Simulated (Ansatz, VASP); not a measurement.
**Two plane-wave programs on Sc**

```
Sc
1.0
     3.24910    0.00000    0.00000
    -1.62455    2.81380    0.00000
     0.00000    0.00000    5.17783
Sc
2
Direct
  0.33333 0.66667 0.25000
  0.66667 0.33333 0.75000
```

Alike in both runs: task single point; functional PBE; k mesh 10 × 10 × 6; no spin polarisation.

|  | VASP | Ansatz |
| --- | --- | --- |
| version | VASP 6.6.1 | Ansatz 0.2.0 |
| potentials or method | VASP PAW PBE potentials, release 64 (Sc_sv) | plane waves, PAW |
| plane-wave cutoff (eV) | 520 | 420 |
| occupations | methfessel-paxton of order 1, width 0.1 eV | cold |
| valence electrons in the cell | 22 | 22 |

|  | VASP | Ansatz | Ansatz less VASP |
| --- | --- | --- | --- |
| pressure (GPa) | 2.3 | 2.3 | -0.02 |
| largest component of the traceless stress (GPa) | 1.55 | 1.52 | -0.033 |
